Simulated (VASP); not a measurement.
# GaSb (F-43m) in VASP: a series of runs

The runs below take GaSb through single point, with LDA.

Everything below comes from runs of VASP 6.6.1. Logs are shortened: lines on timing, memory, paths and dates and some standing lists are left out, and cuts for length are marked.

**What was measured.**

A printed reference work, data compilation reports, for a bulk crystal of GaSb at 4.2 K: band gap 0.811 eV (direct).

The results are compared with them further down.

### 1 The cell of the first run

The structure is cubic, space group F-43m (No. 216). The conventional cell has a = 6.118 Å, b = 6.118 Å, c = 6.118 Å, α = 90.00°, β = 90.00°, γ = 90.00°. Ga (site symmetry -43m) has 4 Sb at 2.65 Å within 3.5 Å. Sb (site symmetry -43m) has 4 Ga at 2.65 Å within 3.5 Å.

### 2 Single point, LDA

Input file INCAR:

```
PREC = Accurate
ENCUT = 500
EDIFF = 1E-6
ISMEAR = 0
SIGMA = 0.1
LREAL = F
LASPH = T
NELM = 120
ALGO = Normal
ISIF = 2
LWAVE = F
LCHARG = F
NBANDS = 16
GGA_COMPAT = F
```

Input file KPOINTS:

```
Automatic mesh
0
Gamma
  6 6 6
```

Input file POSCAR:

```
GaSb
1.0
    0.0000000000      3.0590000000      3.0590000000
    3.0590000000      0.0000000000      3.0590000000
    3.0590000000      3.0590000000      0.0000000000
Ga Sb
1 1
Direct
    0.0000000000      0.0000000000      0.0000000000
    0.2500000000      0.2500000000      0.2500000000
```

Potentials or basis: VASP PAW LDA potentials, release 64 (Ga_d, Sb).

Started as:

```bash
$ cat potpaw_LDA.64/Ga_d/POTCAR potpaw_LDA.64/Sb/POTCAR > POTCAR
$ mpirun -np 1 vasp_std > vasp.out
```

OUTCAR:

```text
PREC = Accurate
   ENCUT = 500
   EDIFF = 1E-6
   ISMEAR = 0
   LREAL = F
   LASPH = T
   NELM = 120
   ISIF = 2

 ion  position               nearest neighbor table
   1  0.000  0.000  0.000-   2 2.65   2 2.65   2 2.65   2 2.65
   2  0.250  0.250  0.250-   1 2.65   1 2.65   1 2.65   1 2.65

  LATTYP: Found a face centered cubic cell.
 ALAT       =     6.1180000000

  Lattice vectors:

 A1 = (   0.0000000000,   3.0590000000,   3.0590000000)
 A2 = (   3.0590000000,   0.0000000000,   3.0590000000)
 A3 = (   3.0590000000,   3.0590000000,   0.0000000000)

Analysis of symmetry for initial positions (statically):
=====================================================================
 Subroutine PRICEL returns:
 Original cell was already a primitive cell.

 Routine SETGRP: Setting up the symmetry group for a
 face centered cubic supercell.

 Subroutine GETGRP returns: Found 24 space group operations
 (whereof 24 operations were pure point group operations)
 out of a pool of 48 trial point group operations.

The static configuration has the point symmetry T_d .

Analysis of symmetry for dynamics (positions and initial velocities):
=====================================================================
 Subroutine PRICEL returns:
 Original cell was already a primitive cell.

 Routine SETGRP: Setting up the symmetry group for a
 face centered cubic supercell.

 Subroutine GETGRP returns: Found 24 space group operations
 (whereof 24 operations were pure point group operations)
 out of a pool of 48 trial point group operations.

The dynamic configuration has the point symmetry T_d .

 Subroutine INISYM returns: Found 24 space group operations
 (whereof 24 operations are pure point group operations),
 and found     1 'primitive' translations

----------------------------------------------------------------------------------------

                                     Primitive cell

  volume of cell :      57.2491

  direct lattice vectors                    reciprocal lattice vectors
     0.000000000  3.059000000  3.059000000    -0.163452109  0.163452109  0.163452109
     3.059000000  0.000000000  3.059000000     0.163452109 -0.163452109  0.163452109
     3.059000000  3.059000000  0.000000000     0.163452109  0.163452109 -0.163452109

  length of vectors
     4.326079287  4.326079287  4.326079287     0.283107357  0.283107357  0.283107357

  position of ions in fractional coordinates (direct lattice)
     0.000000000  0.000000000  0.000000000
     0.250000000  0.250000000  0.250000000

  ion indices of the primitive-cell ions
   primitive index   ion index
                 1           1
                 2           2

----------------------------------------------------------------------------------------

 KPOINTS: Automatic mesh

Automatic generation of k-mesh.
 Grid dimensions read from file:
 generate k-points for:    6    6    6

 Generating k-lattice:

  Cartesian coordinates                     Fractional coordinates (reciprocal lattice)
    -0.027242018  0.027242018  0.027242018     0.166666667  0.000000000  0.000000000
     0.027242018 -0.027242018  0.027242018     0.000000000  0.166666667  0.000000000
     0.027242018  0.027242018 -0.027242018     0.000000000  0.000000000  0.166666667

  Length of vectors
     0.047184559  0.047184559  0.047184559

  Shift w.r.t. Gamma in fractional coordinates (k-lattice)
     0.000000000  0.000000000  0.000000000

 Subroutine IBZKPT returns following result:
 ===========================================

 Found     16 irreducible k-points:

 Following reciprocal coordinates:
            Coordinates               Weight
  0.000000  0.000000  0.000000      1.000000
  0.166667  0.000000  0.000000      8.000000
  0.333333  0.000000  0.000000      8.000000
  0.500000  0.000000  0.000000      4.000000
  0.166667  0.166667  0.000000      6.000000
  0.333333  0.166667  0.000000     24.000000
[... 8 lines left out ...]
 -0.333333  0.333333  0.166667     24.000000
 -0.333333  0.500000  0.166667     12.000000
   k-points           NKPTS =     16   k-points in BZ     NKDIM =     16   number of bands    NBANDS=     16
   number of dos      NEDOS =    301   number of ions     NIONS =      2
   total plane-waves  NPLWV =  32768
   dimension x,y,z NGX =    32 NGY =   32 NGZ =   32
   dimension x,y,z NGXF=    64 NGYF=   64 NGZF=   64
   ions per type =               1   1
   NGX,Y,Z   is equivalent  to a cutoff of  12.30, 12.30, 12.30 a.u.
   NGXF,Y,Z  is equivalent  to a cutoff of  24.59, 24.59, 24.59 a.u.
 SYSTEM =  unknown system
   PREC   = accura    normal or accurate (medium, high low for compatibility)
   ISTART =      0    job   : 0-new  1-cont  2-samecut
   ICHARG =      2    charge: 1-file 2-atom 10-const
   ISPIN  =      1    spin polarized calculation?
   LNONCOLLINEAR =      F non collinear calculations
   LSORBIT =      F    spin-orbit coupling
   LASPH  =      T    aspherical Exc in radial PAW
   ENCUT  =  500.0 eV  36.75 Ry    6.06 a.u.   7.89  7.89  7.89*2*pi/ulx,y,z
   NELM   =    120;   NELMIN=  2; NELMDL= -5     # of ELM steps
   EDIFF  = 0.1E-05   stopping-criterion for ELM
   LREAL  =      F    real-space projection
   EDIFFG = 0.1E-04   stopping-criterion for IOM
   NSW    =      0    number of steps for IOM
   IBRION =     -1    ionic relax: 0-MD 1-quasi-New 2-CG
   NFREE  =      0    steps in history (QN), initial steepest desc. (CG)
   ISIF   =      2    stress and relaxation
   ISYM   =      2    0-nonsym 1-usesym 2-fastsym
   POTIM  = 0.5000    time-step for ionic-motion
   TEBEG  =    0.0;   TEEND  =   0.0 temperature during run
   PSTRESS=    0.0 pullay stress
   NELECT =      18.0000    total number of electrons
   NUPDOWN=      -1.0000    fix difference up-down
   EMIN   =  10.00;   EMAX   =-10.00  energy-range for DOS
   EFERMI =   0.00;   METHOD = LEGACY
   ISMEAR =     0;   SIGMA  =   0.10  broadening in eV -4-tet -1-fermi 0-gaus
   EFERMI_NEDOS =   21; number of points for ismear=-14 and -15
   IALGO  =     38    algorithm
   IMIX   =      4    mixing-type and parameters
     AMIX     =   0.40;   BMIX     =  1.00
     AMIX_MAG =   1.60;   BMIX_MAG =  1.00
  volume/ion in A,a.u.               =      28.62       193.17
  Fermi-wavevector in a.u.,A,eV,Ry     =   1.113208  2.103657 16.860766  1.239231
  Thomas-Fermi vector in A             =   2.249790
   LORBIT       =      0    0 simple, 1 ext, 2 COOP (PROOUT), +10 PAW based schemes
   GGA     = CA    functional components
   LHFCALC =     F    Hartree Fock is set to
   AEXX    =    0.0000 exact exchange contribution
   IVDW    =     0    specifies the selected vdW correction
   LEPSILON=     F    determine dielectric tensor
   LRPA    =     F    only Hartree local field effects (RPA)
 non-spin polarized calculation
 Gauss-broadening in eV      SIGMA  =   0.10
  energy-cutoff  :      500.00
  volume of cell :       57.25
 maximum number of plane-waves:      1464
   NGX = 15   NGY = 15   NGZ = 15

 number of electron      17.9999986 magnetization

 Free energy of the ion-electron system (eV)
  ---------------------------------------------------
  ext. energy  EPLUGINS =         0.00000000
  ---------------------------------------------------
  free energy    TOTEN  =        -8.63244572 eV

  energy without entropy =       -8.63171266  energy(sigma->0) =       -8.63207919

 E-fermi :   4.7180     XC(G=0):  -9.3943

 val. band max:        4.6867733032   @ k =   0.0000   0.0000   0.0000
 cond. band min:       4.9801847432   @ k =   0.5000   0.0000   0.0000
 fundamental gap:      0.2934114400
 Fermi energy:         4.7180192746

 k-point     1 :       0.0000    0.0000    0.0000
  band No.  band energies     occupation
      1     -10.4636      2.00000
      2     -10.4636      2.00000
      3     -10.4636      2.00000
      4     -10.4145      2.00000
      5     -10.4145      2.00000
      6      -6.8310      2.00000
[... 8 lines left out ...]
     15      13.2422      0.00000
     16      13.2422      0.00000

 k-point     2 :       0.1667    0.0000    0.0000
  band No.  band energies     occupation
      1     -10.4705      2.00000
      2     -10.4605      2.00000
      3     -10.4605      2.00000
      4     -10.4148      2.00000
      5     -10.4148      2.00000
      6      -6.5496      2.00000
[... 8 lines left out ...]
     15      12.2409      0.00000
     16      12.2409      0.00000

 k-point     3 :       0.3333    0.0000    0.0000
  band No.  band energies     occupation
      1     -10.4840      2.00000
      2     -10.4552      2.00000
      3     -10.4552      2.00000
      4     -10.4147      2.00000
      5     -10.4147      2.00000
      6      -5.7993      2.00000
[... 8 lines left out ...]
     15      12.7310      0.00000
     16      12.7310      0.00000

 k-point     4 :       0.5000    0.0000    0.0000
  band No.  band energies     occupation
      1     -10.4907      2.00000
      2     -10.4530      2.00000
      3     -10.4530      2.00000
      4     -10.4142      2.00000
      5     -10.4142      2.00000
      6      -5.2092      2.00000
[... 8 lines left out ...]
     15      14.4886      0.00000
     16      14.4886      0.00000

 k-point     5 :       0.1667    0.1667    0.0000
  band No.  band energies     occupation
      1     -10.4758      2.00000
      2     -10.4576      2.00000
      3     -10.4576      2.00000
      4     -10.4169      2.00000
      5     -10.4135      2.00000
      6      -6.4535      2.00000
[... 8 lines left out ...]
     15      12.0735      0.00000
     16      13.5909      0.00000

 k-point     6 :       0.3333    0.1667    0.0000
  band No.  band energies     occupation
      1     -10.4869      2.00000
      2     -10.4530      2.00000
      3     -10.4519      2.00000
      4     -10.4185      2.00000
      5     -10.4130      2.00000
      6      -5.8422      2.00000
[... 8 lines left out ...]
     15      13.2490      0.00000
     16      13.7919      0.00000

 k-point     7 :       0.5000    0.1667    0.0000
  band No.  band energies     occupation
      1     -10.4937      2.00000
      2     -10.4508      2.00000
      3     -10.4493      2.00000
      4     -10.4173      2.00000
      5     -10.4136      2.00000
      6      -5.0750      2.00000
[... 8 lines left out ...]
     15      14.3387      0.00000
     16      14.5306      0.00000

 k-point     8 :      -0.3333    0.1667    0.0000
  band No.  band energies     occupation
      1     -10.4907      2.00000
      2     -10.4515      2.00000
      3     -10.4514      2.00000
      4     -10.4157      2.00000
      5     -10.4151      2.00000
      6      -5.3007      2.00000
[... 8 lines left out ...]
     15      12.7831      0.00000
     16      14.3438      0.00000

 k-point     9 :      -0.1667    0.1667    0.0000
  band No.  band energies     occupation
      1     -10.4801      2.00000
      2     -10.4572      2.00000
      3     -10.4550      2.00000
      4     -10.4162      2.00000
      5     -10.4143      2.00000
      6      -6.1023      2.00000
[... 8 lines left out ...]
     15      12.8958      0.00000
     16      13.0488      0.00000

 k-point    10 :       0.3333    0.3333    0.0000
  band No.  band energies     occupation
      1     -10.4977      2.00000
      2     -10.4455      2.00000
      3     -10.4455      2.00000
      4     -10.4229      2.00000
      5     -10.4115      2.00000
      6      -5.3986      2.00000
[... 8 lines left out ...]
     15      14.6328      0.00000
     16      15.1220      0.00000

 k-point    11 :       0.5000    0.3333    0.0000
  band No.  band energies     occupation
      1     -10.5026      2.00000
      2     -10.4437      2.00000
      3     -10.4423      2.00000
      4     -10.4232      2.00000
      5     -10.4118      2.00000
      6      -4.6920      2.00000
[... 8 lines left out ...]
     15      14.8845      0.00000
     16      15.3106      0.00000

 k-point    12 :      -0.3333    0.3333    0.0000
  band No.  band energies     occupation
      1     -10.4986      2.00000
      2     -10.4472      2.00000
      3     -10.4450      2.00000
      4     -10.4192      2.00000
      5     -10.4143      2.00000
      6      -4.6312      2.00000
[... 8 lines left out ...]
     15      12.7141      0.00000
     16      16.5399      0.00000

 k-point    13 :       0.5000    0.5000    0.0000
  band No.  band energies     occupation
      1     -10.5079      2.00000
      2     -10.4392      2.00000
      3     -10.4392      2.00000
      4     -10.4263      2.00000
      5     -10.4105      2.00000
      6      -4.3828      2.00000
[... 8 lines left out ...]
     15      15.3466      0.00000
     16      15.8202      0.00000

 k-point    14 :       0.5000    0.3333    0.1667
  band No.  band energies     occupation
      1     -10.4953      2.00000
      2     -10.4492      2.00000
      3     -10.4464      2.00000
      4     -10.4198      2.00000
      5     -10.4131      2.00000
      6      -5.1572      2.00000
[... 8 lines left out ...]
     15      13.5931      0.00000
     16      15.5364      0.00000

 k-point    15 :      -0.3333    0.3333    0.1667
  band No.  band energies     occupation
      1     -10.4984      2.00000
      2     -10.4486      2.00000
      3     -10.4439      2.00000
      4     -10.4191      2.00000
      5     -10.4143      2.00000
      6      -4.6299      2.00000
[... 8 lines left out ...]
     15      15.0079      0.00000
     16      15.2165      0.00000

 k-point    16 :      -0.3333    0.5000    0.1667
  band No.  band energies     occupation
      1     -10.5030      2.00000
      2     -10.4450      2.00000
      3     -10.4406      2.00000
      4     -10.4223      2.00000
      5     -10.4129      2.00000
      6      -4.3497      2.00000
[... 8 lines left out ...]
     15      14.5496      0.00000
     16      15.8711      0.00000

------------------------ aborting loop because EDIFF is reached ----------------------------------------

  FORCE on cell =-STRESS in cart. coord.  units (eV):
  Direction    XX          YY          ZZ          XY          YZ          ZX
  --------------------------------------------------------------------------------------
  -------------------------------------------------------------------------------------
  Total       -0.5275305     -0.5275305     -0.5275305      0.0000000      0.0000000      0.0000000
  in kB      -14.7635137    -14.7635137    -14.7635137      0.0000000      0.0000000      0.0000000
  external PRESSURE =     -14.7635137 kB  Pullay stress =       0.0000000 kB

 VOLUME and BASIS-vectors are now :
 -----------------------------------------------------------------------------
  energy-cutoff  :      500.00
  volume of cell :       57.25
      direct lattice vectors                 reciprocal lattice vectors
     0.000000000  3.059000000  3.059000000    -0.163452109  0.163452109  0.163452109
     3.059000000  0.000000000  3.059000000     0.163452109 -0.163452109  0.163452109
     3.059000000  3.059000000  0.000000000     0.163452109  0.163452109 -0.163452109

 POSITION                                       TOTAL-FORCE (eV/Angst)
 -----------------------------------------------------------------------------------
      0.00000      0.00000      0.00000        -0.000000     -0.000000     -0.000000
      1.52950      1.52950      1.52950         0.000000      0.000000      0.000000
 -----------------------------------------------------------------------------------
    total drift:                                0.000000      0.000000      0.000000

  FREE ENERGIE OF THE ION-ELECTRON SYSTEM (eV)
  ---------------------------------------------------
  free  energy   TOTEN  =        -8.6324457223 eV

  energy  without entropy=       -8.6317126557  energy(sigma->0) =       -8.63207919
```

Wall time 10 s (1 thread of Intel Xeon 6975P-C, shared host); peak memory 0.16 GiB.

Results:

- Free energy: -8.6324 eV
- Pressure: -1.5 GPa
- Band gap on the k mesh: zero (filled and empty bands touch)

Caveat: spin-orbit coupling is left out, which moves the levels of the heavy elements.

### 3 Single point, LDA

This run uses another cell than the first one, of 27.68 Å³/atom, 0.967 times its volume.

Input file INCAR:

```
SYSTEM = GaSb
  PREC = Accurate
  ENCUT = 520
  EDIFF = 1E-6
  ISMEAR = 0
  SIGMA = 0.1
  LREAL = .False.
  LASPH = .True.
  NELM = 80
  ALGO = Normal
  ISIF = 2
  LWAVE = .False.
  LCHARG = .False.
  NBANDS = 16
  ISYM = 0
```

Input file KPOINTS:

```
Automatic mesh
0
Gamma
  8 6 16
  0 0 0
```

Input file POSCAR:

```
GaSb
1.0
    4.2780911400      0.0000000000      0.0000000000
    0.0000000000      6.0501345112      0.0000000000
    2.1390455700     -3.0250672556      2.1390455700
Ga Sb
1 1
Direct
    0.0000000000      0.0000000000      0.0000000000
    0.5000000000      0.2500000000      0.0000000000
```

Potentials or basis: VASP PAW LDA potentials, release 64 (Ga_d, Sb).

Started as:

```bash
$ cat potpaw_LDA.64/Ga_d/POTCAR potpaw_LDA.64/Sb/POTCAR > POTCAR
$ mpirun -np 1 vasp_std > vasp.out
```

It took 2.1 min on 1 thread of Intel Xeon 6975P-C (Granite Rapids), shared host; peak memory 0.46 GiB.

It converged, with:

- Free energy: -8.6728 eV
- Pressure: 0.2 GPa

Levels at points of the mesh, in eV from the Fermi level:
```csv
k point,band 7,band 8,band 9,band 10,band 11,band 12
"(0.00, 0.00, 0.00)",-0.09,-0.09,-0.09,0.03,2.65,2.65
"(0.50, 0.00, 0.00)",-7.10,-2.78,-2.78,0.71,1.01,8.70
"(0.00, 0.50, 0.00)",-6.66,-1.30,-1.30,0.28,3.63,3.63
"(0.50, 0.50, 0.00)",-6.66,-1.30,-1.30,0.28,3.63,3.63
"(0.00, 0.00, 0.50)",-7.10,-2.78,-2.78,0.71,1.01,8.70
"(0.50, 0.00, 0.50)",-7.10,-2.78,-2.78,0.71,1.01,8.70
"(0.00, 0.50, 0.50)",-6.66,-1.30,-1.30,0.28,3.63,3.63
"(0.50, 0.50, 0.50)",-6.66,-1.30,-1.30,0.28,3.63,3.63
```

Caveat: spin-orbit coupling is left out, which moves the levels of the heavy elements.

### 4 Against experiment

Step 2. Against the measured gap of GaSb, 0.811 eV (direct; 4.2 K; a printed reference work, data compilation), the calculated 0.00 eV is off by -0.81 eV. Spin-orbit coupling on Ga, Sb is left out. The value is that of LDA on a finite k mesh, which can miss the band edges, without temperature or zero-point motion. Semilocal functionals fall short of measured gaps as a rule.
